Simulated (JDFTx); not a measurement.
# Au (Fm-3m) in JDFTx: reference runs

How does Au come out in PBEsol? The cell is run as given and disturbed, then over a range of volumes.

Everything below comes from runs of JDFTx 1.7.0 (patched build). Logs are shortened: lines on timing, memory, paths and dates and some standing lists are left out, and cuts for length are marked. The log counts tension as positive stress, the text compression.

**What was measured.**

“Exploring toroidal anvil profiles for larger sample volumes above 4 Mbar”, 2024, pmc:11102561 quotes, for a bulk crystal of Au: bulk modulus 167 GPa.

How close the calculation comes is told below.

## (1) The crystal as given

It takes space group Fm-3m (No. 225, cubic). Conventional cell: a = 4.070 Å, b = 4.070 Å, c = 4.070 Å, α = 90.00°, β = 90.00°, γ = 90.00°. Au (site symmetry m-3m) is surrounded by 12 Au at 2.88 Å.

## (2) Single point, PBEsol

Input file Au.in:

```
lattice \
    0.0000000000     3.8455926636     3.8455926636 \
    3.8455926636     0.0000000000     3.8455926636 \
    3.8455926636     3.8455926636     0.0000000000
coords-type Lattice
ion Au     0.0000000000     0.0000000000     0.0000000000 1

ion-species pseudo/Au.upf
elec-cutoff 38
elec-ex-corr gga-PBEsol
kpoint-folding 11 11 11
elec-smearing Fermi 0.0018374661
elec-n-bands 15
electronic-SCF nIterations 100 energyDiffThreshold 1e-09
electronic-minimize nIterations 30 energyDiffThreshold 1e-7
converge-empty-states yes
forces-output-coords Cartesian

dump-name run.$VAR
dump End Ecomponents EigStats BandEigs Kpoints Forces Stress
```

Potentials or basis: PseudoDojo-SR-PBEsol-0.4.1-standard with smoothed tails.

On the command line:

```
> jdftx -c 1 -i Au.in -o Au.out
```

Standard output:

```text
*************** JDFTx 1.7.0 (patched build) ***************

[... 9 lines left out ...]
---------- Initializing the Grid ----------
R =
[            0      3.84559      3.84559  ]
[      3.84559            0      3.84559  ]
[      3.84559      3.84559            0  ]
unit cell volume = 113.742
G =
[  -0.816933   0.816933   0.816933  ]
[   0.816933  -0.816933   0.816933  ]
[   0.816933   0.816933  -0.816933  ]
Minimum fftbox size, Smin = [  32  32  32  ]
Chosen fftbox size, S = [  32  32  32  ]

---------- Exchange Correlation functional ----------
Initalized PBEsol GGA exchange.
Initalized PBEsol GGA correlation.

---------- Setting up pseudopotentials ----------
Width of ionic core gaussian charges (only for fluid interactions / plotting) set to 0

Reading pseudopotential file 'pseudo/Au.upf':
  'Au' pseudopotential, 'PBESOL' functional
  Generated using ONCVPSP code by D. R. Hamann
  19 valence electrons, 4 orbitals, 7 projectors, 1001 radial grid points, with lMax = 3
    5S    l: 0   occupation:  2.0   eigenvalue: -3.985004
    5P    l: 1   occupation:  6.0   eigenvalue: -2.197789
    5D    l: 2   occupation: 10.0   eigenvalue: -0.253637
    6S    l: 0   occupation:  1.0   eigenvalue: -0.213166
  Core radius for overlap checks: 1.57 bohrs.

Initialized 1 species with 1 total atoms.

Folded 1 k-points by 11x11x11 to 1331 k-points.

---------- Setting up k-points, bands, fillings ----------
Reduced to 56 k-points under symmetry.
Computing the number of bands and number of electrons
Calculating initial fillings.
nElectrons:  19.000000   nBands: 15   nStates: 56

----- Setting up reduced wavefunction bases (one per k-point) -----
average nbasis = 1272.872 , ideal nbasis = 1272.592

---------- Setting up ewald sum ----------
Optimum gaussian width for ewald sums = 1.960494 bohr.
Real space sum over 2197 unit cells with max indices [  6  6  6  ]
Reciprocal space sum over 2197 terms with max indices [  6  6  6  ]

---------- Allocating electronic variables ----------
Initializing wave functions:  linear combination of atomic orbitals
Note: number of bands (15) exceeds available atomic orbitals (10)
Au pseudo-atom occupations:   s ( 2 1 )  p ( 6 )  d ( 10 )
	FillingsUpdate:  mu: +0.753152249  nElectrons: 19.000000
LCAOMinimize: Iter:   0  F: -137.9379902668165414  |grad|_K:  1.830e-03  alpha:  1.000e+00
	FillingsUpdate:  mu: +0.771980267  nElectrons: 19.000000
LCAOMinimize: Iter:   1  F: -137.9485434382068263  |grad|_K:  4.782e-05  alpha:  5.327e-01  linmin:  4.056e-01  cgtest: -9.554e-01
	FillingsUpdate:  mu: +0.771990984  nElectrons: 19.000000
[... 7 lines of inner loops ...]
	FillingsUpdate:  mu: +0.771582187  nElectrons: 19.000000
LCAOMinimize: Iter:   5  F: -137.9485518223170288  |grad|_K:  8.431e-09  alpha:  1.461e-01  linmin: -3.509e-01  cgtest:  9.983e-01
LCAOMinimize: Encountered beta<0, resetting CG.
LCAOMinimize: Converged (|Delta F|<1.000000e-06 for 2 iters).

-------- Electronic minimization -----------
Will mix electronic density at each iteration.
	FillingsUpdate:  mu: +0.771582187  nElectrons: 19.000000
	FillingsUpdate:  mu: +0.762555005  nElectrons: 19.000000
SCF: Cycle:  0   F: -137.961947127357547   dF: -1.340e-02   |Residual|: 2.481e-02   |deigs|: 3.576e-01
	FillingsUpdate:  mu: +0.764522546  nElectrons: 19.000000
SCF: Cycle:  1   F: -137.962377595761694   dF: -4.305e-04   |Residual|: 7.442e-03   |deigs|: 7.250e-03
	FillingsUpdate:  mu: +0.764659955  nElectrons: 19.000000
SCF: Cycle:  2   F: -137.962385372775486   dF: -7.777e-06   |Residual|: 2.542e-03   |deigs|: 7.541e-04
	FillingsUpdate:  mu: +0.764451045  nElectrons: 19.000000
SCF: Cycle:  3   F: -137.962386594334248   dF: -1.222e-06   |Residual|: 5.489e-04   |deigs|: 3.986e-04
	FillingsUpdate:  mu: +0.764515784  nElectrons: 19.000000
SCF: Cycle:  4   F: -137.962386725339627   dF: -1.310e-07   |Residual|: 3.275e-04   |deigs|: 1.952e-04
	FillingsUpdate:  mu: +0.764481033  nElectrons: 19.000000
SCF: Cycle:  5   F: -137.962386818983020   dF: -9.364e-08   |Residual|: 5.888e-05   |deigs|: 1.472e-04
	FillingsUpdate:  mu: +0.764487881  nElectrons: 19.000000
SCF: Cycle:  6   F: -137.962386827548073   dF: -8.565e-09   |Residual|: 1.608e-05   |deigs|: 7.399e-05
	FillingsUpdate:  mu: +0.764488110  nElectrons: 19.000000
SCF: Cycle:  7   F: -137.962386829201790   dF: -1.654e-09   |Residual|: 1.555e-05   |deigs|: 3.970e-05
	FillingsUpdate:  mu: +0.764488046  nElectrons: 19.000000
SCF: Cycle:  8   F: -137.962386829974491   dF: -7.727e-10   |Residual|: 1.764e-05   |deigs|: 1.554e-04
	FillingsUpdate:  mu: +0.764488331  nElectrons: 19.000000
SCF: Cycle:  9   F: -137.962386829947349   dF: +2.714e-11   |Residual|: 6.631e-05   |deigs|: 5.923e-05
	FillingsUpdate:  mu: +0.764488323  nElectrons: 19.000000
SCF: Cycle: 10   F: -137.962386830037076   dF: -8.973e-11   |Residual|: 1.323e-05   |deigs|: 4.294e-05
	FillingsUpdate:  mu: +0.764488248  nElectrons: 19.000000
SCF: Cycle: 11   F: -137.962386830050718   dF: -1.364e-11   |Residual|: 1.091e-05   |deigs|: 1.313e-05
SCF: Converged (|Delta E|<1.000000e-09 for 2 iters).

Setting wave functions to eigenvectors of Hamiltonian
Converging empty states (this may take a while): |deigs|: 1.516e-04

# Stress tensor in Cartesian coordinates [Eh/a0^3]:
[ -4.19404e-05            0            0  ]
[            0 -4.19404e-05            0  ]
[            0            0 -4.19404e-05  ]

# Ionic positions in lattice coordinates:
ion Au   0.000000000000000   0.000000000000000   0.000000000000000 1

# Forces in Cartesian coordinates:
force Au   0.000000000000000  -0.000000000000000  -0.000000000000000 1

# Energy components:
   Eewald =     -107.5994881375225134
       EH =       25.7894299223618049
     Eloc =      -85.3998173084071652
      Enl =        2.3971118196094960
      Exc =      -25.1358408025468130
 Exc_core =        9.4601950496767895
       KE =       42.5260781895072810
-------------------------------------
     Etot =     -137.9623312673211046
       TS =        0.0000555627296189
-------------------------------------
        F =     -137.9623868300507183

IonicMinimize: Iter:   0  F: -137.962386830050718  |grad|_K:  0.000e+00
IonicMinimize: Converged (|grad|_K<1.000000e-04).

#--- Lowdin population analysis ---
# oxidation-state Au +0.162

Dumping 'run.eigStats' ...
	eMin: -3.119329 at state 0 ( [ +0.000000 +0.000000 +0.000000 ] spin 0 )
	HOMO: +0.759440 at state 26 ( [ +0.000000 +0.272727 +0.454545 ] spin 0 )
	mu  : +0.764487
	LUMO: +0.767955 at state 11 ( [ +0.000000 +0.090909 -0.454545 ] spin 0 )
	eMax: +1.702124 at state 6 ( [ +0.000000 +0.090909 +0.090909 ] spin 0 )
	HOMO-LUMO gap: +0.008515
	Optical gap  : +0.072061 at state 34 ( [ +0.000000 +0.454545 +0.454545 ] spin 0 )
Done!
[note: the HOMO, LUMO and gaps printed at the end count levels as full or empty at half filling, so they show a gap where a level is partly filled]
```

It took 35 s on 1 thread of Arm Neoverse V1, shared host; peak memory 0.08 GiB.

What came out:

```
Free energy            : -3754.1478 eV
Pressure               : 1.2 GPa
Band gap on the k mesh : none (metal or under the smearing width)
```

Levels at points of the mesh, in eV from the Fermi level:
```tsv
k point	band 7	band 8	band 9	band 10	band 11	band 12	band 13	band 14
(0.00, 0.00, 0.00)	-4.73	-4.73	-3.17	-3.17	14.42	18.47	18.47	18.47
```

The run has no spin-orbit coupling, so splittings on Au are missing.

## (3) Single point, PBEsol (cell strained at random at fixed volume)

Input file Au.in:

```
lattice \
    0.1124727195     3.8982083081     3.9195414263 \
    3.8414050305     0.0569676838     3.9182431845 \
    3.8246204831     3.8801274085     0.0356345655
coords-type Lattice
ion Au    -0.0018960000    -0.0041750000     0.0185300000 1

ion-species pseudo/Au.upf
elec-cutoff 38
elec-ex-corr gga-PBEsol
kpoint-folding 11 11 11
elec-smearing Fermi 0.0018374661
elec-n-bands 15
electronic-SCF nIterations 100 energyDiffThreshold 1e-09
electronic-minimize nIterations 30 energyDiffThreshold 1e-7
converge-empty-states yes
forces-output-coords Cartesian

dump-name run.$VAR
dump End Ecomponents EigStats BandEigs Kpoints Forces Stress ElecDensity Dtot KEdensity
```

Potentials or basis: PseudoDojo-SR-PBEsol-0.4.1-standard with smoothed tails.

On the command line:

```
> jdftx -c 1 -i Au.in -o Au.out
```

Standard output:

```text
*************** JDFTx 1.7.0 (patched build) ***************

Input parsed successfully to the following command list (including defaults):

basis kpoint-dependent
converge-empty-states yes
coords-type Lattice
core-overlap-check vector
coulomb-interaction Periodic
davidson-band-ratio 1.1
dump End Forces ElecDensity KEdensity Dtot BandEigs EigStats Ecomponents Stress Kpoints
dump-name run.$VAR
elec-cutoff 38
elec-eigen-algo Davidson
elec-ex-corr gga-PBEsol
elec-n-bands 15 1
elec-smearing Fermi 0.00183747
electronic-minimize  \
	dirUpdateScheme      FletcherReeves \
	linminMethod         DirUpdateRecommended \
	nIterations          30 \
	history              15 \
	knormThreshold       0 \
	maxThreshold         no \
	energyDiffThreshold  1e-07 \
	nEnergyDiff          2 \
	convergeAll          no \
	alphaTstart          1 \
	alphaTmin            1e-10 \
[... 219 lines left out ...]
	FillingsUpdate:  mu: +0.764051677  nElectrons: 19.000000
SCF: Cycle:  8   F: -137.962178707180385   dF: -7.154e-10   |Residual|: 1.115e-05   |deigs|: 2.083e-04
	FillingsUpdate:  mu: +0.764051923  nElectrons: 19.000000
SCF: Cycle:  9   F: -137.962178707242515   dF: -6.213e-11   |Residual|: 1.176e-05   |deigs|: 1.052e-04
SCF: Converged (|Delta E|<1.000000e-09 for 2 iters).

Setting wave functions to eigenvectors of Hamiltonian
Converging empty states (this may take a while): |deigs|: 3.018e-04

# Stress tensor in Cartesian coordinates [Eh/a0^3]:
[ -5.32645e-05  6.69963e-05  4.88746e-05  ]
[  6.69963e-05 -4.80316e-05 -7.74114e-06  ]
[  4.88746e-05 -7.74114e-06 -4.65775e-05  ]

# Ionic positions in lattice coordinates:
ion Au  -0.001896000000000  -0.004175000000000   0.018530000000000 1

# Forces in Cartesian coordinates:
force Au   0.000000000000000   0.000000000000000   0.000000000000000 1

# Energy components:
   Eewald =     -107.5797951925754745
       EH =       25.8061056321418754
     Eloc =      -85.4361604421035139
      Enl =        2.3973117901911647
      Exc =      -25.1360437832966497
 Exc_core =        9.4601949435181822
       KE =       42.5262805623854376
-------------------------------------
     Etot =     -137.9621064897389715
       TS =        0.0000722175035475
-------------------------------------
        F =     -137.9621787072425150

IonicMinimize: Iter:   0  F: -137.962178707242515  |grad|_K:  0.000e+00
IonicMinimize: Converged (|grad|_K<1.000000e-04).

#--- Lowdin population analysis ---
# oxidation-state Au +0.165

Dumping 'run.eigStats' ...
	eMin: -3.119493 at state 0 ( [ +0.000000 +0.000000 +0.000000 ] spin 0 )
	HOMO: +0.763720 at state 548 ( [ +0.454545 +0.000000 +0.272727 ] spin 0 )
	mu  : +0.764051
	LUMO: +0.764145 at state 578 ( [ +0.454545 +0.272727 +0.000000 ] spin 0 )
	eMax: +1.701593 at state 607 ( [ +0.454545 +0.454545 -0.363636 ] spin 0 )
	HOMO-LUMO gap: +0.000425
	Optical gap  : +0.063567 at state 278 ( [ +0.181818 -0.272727 -0.272727 ] spin 0 )
Done!
```

It took 6 min on 1 thread of Arm Neoverse V1, shared host; peak memory 0.57 GiB.

Results:

```
Free energy            : -3754.1421 eV
Pressure               : 1.5 GPa
Band gap on the k mesh : none (metal or under the smearing width)
```

Stress tensor (GPa, compression positive):
```
 1.57 -1.97 -1.44
-1.97  1.41  0.23
-1.44  0.23  1.37
```

Levels at points of the mesh, in eV from the Fermi level:
| k point | band 8 | band 9 | band 10 | band 11 | band 12 | band 13 |
| --- | --- | --- | --- | --- | --- | --- |
| (0.00, 0.00, 0.00) | -4.51 | -3.17 | -3.12 | 14.39 | 17.85 | 18.44 |

Spin-orbit coupling is left out, which matters for the levels of Au.

## (4) Equation of state, PBEsol, 15.84 Å³/atom (volume scaled by 0.94)

Input file Au.in:

```
lattice \
    0.0000000000     3.7670891530     3.7670891530 \
    3.7670891530     0.0000000000     3.7670891530 \
    3.7670891530     3.7670891530     0.0000000000
coords-type Lattice
ion Au     0.0000000000     0.0000000000     0.0000000000 1

ion-species pseudo/Au.upf
elec-cutoff 38
elec-ex-corr gga-PBEsol
kpoint-folding 11 11 11
elec-smearing Fermi 0.0018374661
elec-n-bands 15
electronic-SCF nIterations 100 energyDiffThreshold 1e-09
electronic-minimize nIterations 30 energyDiffThreshold 1e-7
forces-output-coords Cartesian

dump-name run.$VAR
dump End Ecomponents EigStats BandEigs Kpoints Forces Stress
```

On the command line:

```
> jdftx -c 1 -i Au.in -o Au.out
```

It took 28 s on 1 thread of Arm Neoverse V1, shared host; peak memory 0.08 GiB.

It converged, with:

| Quantity | Value |
| --- | --- |
| Free energy | -3754.1000 eV |
| Pressure | 14.7 GPa |
| Band gap on the k mesh | none (metal or under the smearing width) |

## (5) Equation of state, PBEsol, 16.18 Å³/atom (volume scaled by 0.96)

Input file Au.in:

```
lattice \
    0.0000000000     3.7936188240     3.7936188240 \
    3.7936188240     0.0000000000     3.7936188240 \
    3.7936188240     3.7936188240     0.0000000000
coords-type Lattice
ion Au     0.0000000000     0.0000000000     0.0000000000 1

ion-species pseudo/Au.upf
elec-cutoff 38
elec-ex-corr gga-PBEsol
kpoint-folding 11 11 11
elec-smearing Fermi 0.0018374661
elec-n-bands 15
electronic-SCF nIterations 100 energyDiffThreshold 1e-09
electronic-minimize nIterations 30 energyDiffThreshold 1e-7
forces-output-coords Cartesian

dump-name run.$VAR
dump End Ecomponents EigStats BandEigs Kpoints Forces Stress ElecDensity Dtot KEdensity
```

On the command line:

```
> jdftx -c 1 -i Au.in -o Au.out
```

It took 30 s on 1 thread of Arm Neoverse V1, shared host; peak memory 0.08 GiB.

It converged, with:

| Quantity | Value |
| --- | --- |
| Free energy | -3754.1256 eV |
| Pressure | 9.7 GPa |
| Band gap on the k mesh | none (metal or under the smearing width) |

## (6) Equation of state, PBEsol, 16.52 Å³/atom (volume scaled by 0.98)

Edit Au.in of step 5 so:

```diff
@@ -1,5 +1,5 @@
 lattice \
-    0.0000000000     3.7936188240     3.7936188240 \
-    3.7936188240     0.0000000000     3.7936188240 \
-    3.7936188240     3.7936188240     0.0000000000
+    0.0000000000     3.8197825393     3.8197825393 \
+    3.8197825393     0.0000000000     3.8197825393 \
+    3.8197825393     3.8197825393     0.0000000000
 coords-type Lattice
```

Potentials or basis: PseudoDojo-SR-PBEsol-0.4.1-standard with smoothed tails.

On the command line:

```
> jdftx -c 1 -i Au.in -o Au.out
```

It took 29 s on 1 thread of Arm Neoverse V1, shared host; peak memory 0.08 GiB.

The run converged. Its results:

* Free energy: -3754.1411 eV
* Pressure: 5.2 GPa
* Band gap on the k mesh: none (metal or under the smearing width)

(Continued in part 2 of 2.)
